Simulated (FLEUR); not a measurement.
# CdS (Greenockite) (P6_3mc) in FLEUR: single point with PBE

Aim: the single point of CdS (Greenockite) with PBE.

All numbers are computed with FLEUR MaX-R8.1 (later development tree); they aren't measurements. Logs are shortened: lines on timing, memory, paths and dates and some standing lists are left out, and cuts for length are marked.

**Measured values to compare with.**

From “Isotope dependence of band-gap energy”, 2008, arxiv:0807.2152, for a bulk crystal of CdS: band gap 2.5809 ± 0.0002 eV.

How close the calculation comes is told below.

## (1) Starting point

Symmetry: P6_3mc, No. 186, hexagonal system. The conventional cell has a = 4.150 Å, b = 4.150 Å, c = 6.737 Å, α = 90.00°, β = 90.00°, γ = 120.00°. Cd (site symmetry 3m) has 4 S at 2.53 to 2.54 Å as nearest neighbours. S (site symmetry 3m) has 4 Cd at 2.53 to 2.54 Å as nearest neighbours.

## (2) Single point, PBE

File inp.xml:

```xml
<?xml version="1.0" encoding="UTF-8" standalone="no"?>
<fleurInput fleurInputVersion="0.39">
   <comment>
      CdS                                                                                                 
   </comment>
   <calculationSetup>
      <cutoffs Kmax="5.33" Gmax="16.5" GmaxXC="16.5" numbands="0"/>
      <scfLoop itmax="60" minDistance="0.00001" maxIterBroyd="15" imix="Anderson" alpha="0.05" precondParam="0.0" spinf="2.0" sdNocoIR="T"/>
      <coreElectrons ctail="T" frcor="F" kcrel="0" coretail_lmax="0"/>
      <xcFunctional name="pbe" relativisticCorrections="F"/>
      <magnetism jspins="1"/>
      <soc l_soc="F" theta="0.0" phi="0.0" spav="F"/>
      <expertModes spex="0" secvar="F"/>
      <geometryOptimization l_f="T" forcealpha="1.0" forcemix="BFGS" epsdisp="0.0005" epsforce="0.0002"/>
      <ldaU l_linMix="F" mixParam="0.05" spinf="1.0"/>
   </calculationSetup>
   <cell>
      <bzIntegration valenceElectrons="52.0" mode="hist" fermiSmearingEnergy="0.00183747">
         <kPointListSelection listName="default-1"/>
         <!-- k-points included here -->
         <xi:include xmlns:xi="http://www.w3.org/2001/XInclude" href="kpts.xml"> </xi:include>
      </bzIntegration>
      <!-- symmetry operations included here -->
      <xi:include xmlns:xi="http://www.w3.org/2001/XInclude" href="sym.xml"> </xi:include>
      <bulkLattice scale="1.0">
         <bravaisMatrix>
            <row-1>    7.8423634170900005     0.0000000000000000     0.0000000000000000</row-1>
            <row-2>   -3.9211817085450003     6.7916859448994336     0.0000000000000000</row-2>
            <row-3>    0.0000000000000000     0.0000000000000000    12.7310849014301990</row-3>
         </bravaisMatrix>
      </bulkLattice>
   </cell>
   <atomSpecies>
      <species name="Cadmium (Cd)" element="Cd" atomicNumber="48">
         <mtSphere radius="2.45" gridPoints="837" logIncrement="0.015"/>
         <atomicCutoffs lmax="10" lnonsphr="10"/>
         <electronConfig flipSpins="F">
            <coreConfig>(1s1/2) (2s1/2) (2p1/2) (2p3/2) (3s1/2) (3p1/2) (3p3/2) (3d3/2) (3d5/2)</coreConfig>
            <valenceConfig>(4s1/2) (4p1/2) (4p3/2) (5s1/2) (4d3/2) (4d5/2)</valenceConfig>
         </electronConfig>
         <energyParameters s="5" p="5" d="4" f="4"/>
         <lo type="SCLO" l="0" n="4" eDeriv="0"/>
         <lo type="SCLO" l="1" n="4" eDeriv="0"/>
         <lo type="SCLO" l="1" n="4" eDeriv="1"/>
         <lo type="SCLO" l="2" n="4" eDeriv="2"/>
         <lo type="SCLO" l="3" n="4" eDeriv="2"/>
      </species>
      <species name="Sulfur (S)" element="S" atomicNumber="16">
         <mtSphere radius="1.84" gridPoints="629" logIncrement="0.018"/>
         <atomicCutoffs lmax="8" lnonsphr="8"/>
         <electronConfig flipSpins="F">
            <coreConfig>(1s1/2) (2s1/2) (2p1/2) (2p3/2)</coreConfig>
            <valenceConfig>(3s1/2) (3p1/2) (3p3/2)</valenceConfig>
            <stateOccupation state="(3p1/2)" spinUp="0.666667" spinDown="0.666667"/>
            <stateOccupation state="(3p3/2)" spinUp="1.333333" spinDown="1.333333"/>
         </electronConfig>
         <energyParameters s="3" p="3" d="3" f="4"/>
         <lo type="SCLO" l="0" n="3" eDeriv="2"/>
         <lo type="SCLO" l="1" n="3" eDeriv="2"/>
         <lo type="SCLO" l="2" n="3" eDeriv="2"/>
         <lo type="SCLO" l="3" n="4" eDeriv="2"/>
      </species>
   </atomSpecies>
   <atomGroups>
      <atomGroup species="Cadmium (Cd)">
         <relPos label="                   1">-1.000/3.000 1.000/3.000 1.000/2.000</relPos>
         <relPos label="                   2">1.000/3.000 -1.000/3.000 .0000000000</relPos>
         <force calculate="T" relaxXYZ="TTT"/>
      </atomGroup>
      <atomGroup species="Sulfur (S)">
         <relPos label="                   3">-1.000/3.000 1.000/3.000 -1.000/8.000</relPos>
         <relPos label="                   4">1.000/3.000 -1.000/3.000 3.000/8.000</relPos>
         <force calculate="T" relaxXYZ="TTT"/>
      </atomGroup>
   </atomGroups>
   <output dos="F" band="F" slice="F">
      <checks vchk="F" cdinf="F"/>
      <bandDOS minEnergy="-.5*Htr" maxEnergy="0.5*Htr" sigma="0.015" storeEVData="T"/>
      <vacuumDOS vacdos="F" integ="F" star="F" nstars="0" locx1="0.0" locy1="0.0" locx2="0.0" locy2="0.0" nstm="0" tworkf="0.0"/>
      <unfoldingBand unfoldBand="F" supercellX="1" supercellY="1" supercellZ="1"/>
      <plotting iplot="0" polar="F">
         <plot TwoD="T" vec1="  1.0  0.0  0.0" vec2="  0.0  1.0  0.0" vec3="  0.0  0.0  1.0" zero="  0.0  0.0  0.0" file="plot"/>
      </plotting>
      <chargeDensitySlicing numkpt="0" minEigenval="0.0" maxEigenval="0.0" nnne="0" pallst="F"/>
      <specialOutput eonly="F"/>
      <moessbauerParams electricFieldGradient="T" isomerShift="T" coreHyperfine="T" valenceHyperfine="T"/>
      <magneticCircularDichroism mcd="F" energyLo="-10.0" energyUp="0.0"/>
   </output>
  <!-- We include the file relax.xml here to enable relaxations (see documentation) -->
  <xi:include xmlns:xi="http://www.w3.org/2001/XInclude" href="relax.xml"> <xi:fallback/> </xi:include>
</fleurInput>
```

File crystal.txt:

```
CdS
&input cartesian=F /
4.1500000000  0.0000000000  0.0000000000
-2.0750000000  3.5940054257  0.0000000000
0.0000000000  0.0000000000  6.7370000000
1.8897261246
1.0 1.0 1.0

4
48 0.6666666666  0.3333333332  0.5000000000
48 0.3333333332  0.6666666666  0.0000000000
16 0.6666666666  0.3333333332  0.8750000000
16 0.3333333332  0.6666666666  0.3750000000

&kpt div1=7 div2=7 div3=4 gamma=T /
```

Potentials or basis: all-electron, FLAPW.

Started as:

```bash
> inpgen -f crystal.txt -profile fastHighL
> # inp.xml edited to the form shown
> fleur_MPI
```

What it wrote:

```text
Welcome to FLEUR        (www.flapw.de)
      MaX-Release 8.1          (www.max-centre.eu)

 ========== k-point set info ==========
 Selected k-point list: default-1
 k-point list type: mesh
 7 x 7 x 4
 Number of k points: 24

 ------------Calculation Setup---------------------------
 Number of MPI-tasks      :            1
 Number of PE/node        :            1
 Number of OMP-threads    :            1
 Most efficient MPI parallelization for:
           1           2           3           4           6           8          12          24
 Additional eigenvalue parallelization possible
 Number of basis functions:         1902
 Approximate size of matrices (H+S) per k-point:         0.108 GB
 --------------------------------------------------------
 Iteration:     1   Distance:       7.83319860 me/bohr^3
 Iteration:     2   Distance:       6.98829398 me/bohr^3
 Iteration:     3   Distance:       3.57365339 me/bohr^3
 Iteration:     4   Distance:       1.64757419 me/bohr^3
 Iteration:     5   Distance:       1.10564582 me/bohr^3
 Iteration:     6   Distance:       0.27207301 me/bohr^3
 Iteration:     7   Distance:       0.23175693 me/bohr^3
 Iteration:     8   Distance:       0.03305329 me/bohr^3
 Iteration:     9   Distance:       0.01296859 me/bohr^3
 Iteration:    10   Distance:       0.00299937 me/bohr^3
 Iteration:    11   Distance:       0.00060363 me/bohr^3
 Iteration:    12   Distance:       0.00054394 me/bohr^3
 Iteration:    13   Distance:       0.00016138 me/bohr^3
 Iteration:    14   Distance:       0.00003140 me/bohr^3
 Iteration:    15   Distance:       0.00001788 me/bohr^3
 Iteration:    16   Distance:       0.00001663 me/bohr^3
 Iteration:    17   Distance:       0.00000800 me/bohr^3
 Reset of history

 ********************************************************************
 Run finished successfully
 Stop message:
   Structural relaxation: new displacements generated
 ********************************************************************
```

Wall time 35 min (1 thread of Intel Xeon Platinum 8375C at 2.90GHz (Ice Lake), shared host); peak memory 0.26 GiB.

Results:

```
Free energy                                           : -326279.1750 eV
Largest force                                         : 0.068 eV/Å
Band gap on the k mesh                                : 1.20 eV, direct
Valence electrons inside the program's atomic spheres : Cd 18.33; S 3.34 (radii Cd 2.45, S 1.84 bohr)
```

Forces on the atoms (eV/Å):
```
Cd   0.000  0.000 -0.068
Cd   0.000  0.000 -0.068
S    0.000  0.000  0.068
S    0.000  0.000  0.068
```

Core levels (eV from the Fermi level):
```
atom                                                                                                                             levels
1 Cd  1s1/2 -26505.3, 2s1/2 -3930.1, 2p1/2 -3658.3, 2p3/2 -3465.8, 3s1/2 -728.8, 3p1/2 -619.9, 3p3/2 -585.5, 3d3/2 -392.9, 3d5/2 -385.9
2 Cd  1s1/2 -26505.3, 2s1/2 -3930.1, 2p1/2 -3658.3, 2p3/2 -3465.8, 3s1/2 -728.8, 3p1/2 -619.9, 3p3/2 -585.5, 3d3/2 -392.9, 3d5/2 -385.9
 3 S                                                                            1s1/2 -2398.3, 2s1/2 -204.4, 2p1/2 -150.1, 2p3/2 -148.8
 4 S                                                                            1s1/2 -2398.3, 2s1/2 -204.4, 2p1/2 -150.1, 2p3/2 -148.8
```

## (3) Comparison with measurements

Step 2. Measured gap of CdS: 2.5809 eV (quoted in “Isotope dependence of band-gap energy”, 2008, arxiv:0807.2152). This calculation gives 1.20 eV (-1.38 eV). So large a miss can be the level of theory's own, or it may mean another phase, state or a wrong row. Spin-orbit coupling on Cd is left out. The value is that of PBE, without temperature or zero-point motion. Semilocal functionals fall short of measured gaps as a rule.
